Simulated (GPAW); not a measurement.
Set up this calculation in GPAW 26.7.0, as an ASE script.

```
Task                : band structure
Functional          : PBEsol
Potentials or basis : PAW data sets generated in the run's folder for this functional
Cutoff              : 800 eV
Basis               : pw
k mesh              : 7 × 7 × 4
Occupations         : fermi-dirac, width 0.05 eV
Spin                : no spin polarisation
Maxiter             : 150
Band path           : GMKGALHA,LM,KH
Band points         : 60
```

ZrC:

```
CELL_PARAMETERS angstrom
3.39148 0.00000 0.00000
-1.69574 2.93710 0.00000
0.00000 0.00000 5.29005
ATOMIC_POSITIONS crystal
Zr 0.66667 0.33333 0.75000
Zr 0.33333 0.66667 0.25000
C 0.00000 0.00000 0.50000
C 0.00000 0.00000 0.00000
```

The cell comes from a database or a generator and needn't be the stable form of this composition.

These files were run (other wordings do the same):

run.py

```python
from ase import Atoms
from ase.dft.bandgap import bandgap
from ase.io import write
from ase.units import GPa
from gpaw import GPAW, PW, setup_paths

setup_paths.insert(0, '.')

atoms = Atoms(['Zr', 'Zr', 'C', 'C'],
              cell=[[3.3914762718, 0.0, 0.0],
                    [-1.6957381359, 2.9371046077, 0.0],
                    [0.0, 0.0, 5.290053]],
              scaled_positions=[[0.6666666667, 0.3333333333, 0.75],
                                [0.3333333333, 0.6666666667, 0.25],
                                [0.0, 0.0, 0.5],
                                [0.0, 0.0, 0.0]],
              pbc=True)

calc = GPAW(mode=PW(800),
            xc='PBEsol',
            kpts={'size': (7, 7, 4), 'gamma': True},
            occupations={'name': 'fermi-dirac', 'width': 0.05},
            nbands=31,
            convergence={'density': 1e-05, 'energy': 1e-05},
            maxiter=150,
            txt='gpaw.txt')
atoms.calc = calc
energy = atoms.get_potential_energy()
forces = atoms.get_forces()
stress = atoms.get_stress()
calc.write('gs.gpw')
write('result.traj', atoms)
print(f'Energy: {energy:.6f} eV')
print('Forces (eV/A):')
print(forces.round(4))
print('Stress (GPa):', (stress / GPa).round(3))
print('Fermi level:', round(calc.get_fermi_level(), 4), 'eV')
print(f'Gap: {bandgap(calc)[0]:.4f} eV, direct: {bandgap(calc, direct=True)[0]:.4f} eV')

path = atoms.cell.bandpath('GMKGALHA,LM,KH', npoints=60, eps=1e-4)
bs_calc = calc.fixed_density(kpts=path, symmetry='off', nbands=46,
                             convergence={'bands': 'CBM+6.0', 'eigenstates': 1e-6}, txt='bands.txt')
bs = bs_calc.band_structure()
bs.write('bs.json')
print(f'Gap on the path: {bandgap(bs_calc)[0]:.4f} eV')
```

Potentials or basis: PAW data sets generated in the run's folder for this functional, pw.

Launch:

```bash
$ gpaw-setup -f PBEsol C Zr
$ OMP_NUM_THREADS=1 python run.py
```

Results of the run:

```
Pressure                : -8.8 GPa
Band gap along the path : none (metal or under the smearing width)
```

Wall time 110 s on 1 thread of Arm Neoverse V2, on a shared host, peak memory 0.42 GiB.
